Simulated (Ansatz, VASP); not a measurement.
Pb in VASP and in Ansatz

```xyz
1
Lattice="-1.8647 1.8647 1.8647 1.8647 -1.8647 1.8647 1.8647 1.8647 -1.8647" Properties=species:S:1:pos:R:3 pbc="T T T"
Pb    0.0000    0.0000    0.0000
```

Change from the starting cell: volume scaled by 0.9, LAPW.

Alike in both runs: task single point; functional LDA; k mesh 14 × 14 × 14; occupations fermi-dirac, width 0.05 eV; no spin polarisation.

|  | VASP | Ansatz |
| --- | --- | --- |
| version | VASP 6.6.1 | Ansatz 0.2.0 |
| potentials or method | VASP PAW LDA potentials, release 64 (Pb_d), cutoff 520 eV | all-electron LAPW, scalar-relativistic |

|  | VASP | Ansatz | Ansatz less VASP |
| --- | --- | --- | --- |
| pressure (GPa) | 7.3 | 7.1 | -0.13 |

Ansatz ran all-electron here, so the differences hold the error of VASP's frozen core and of both bases.

Spin-orbit coupling is left out, which matters for the levels of Pb.
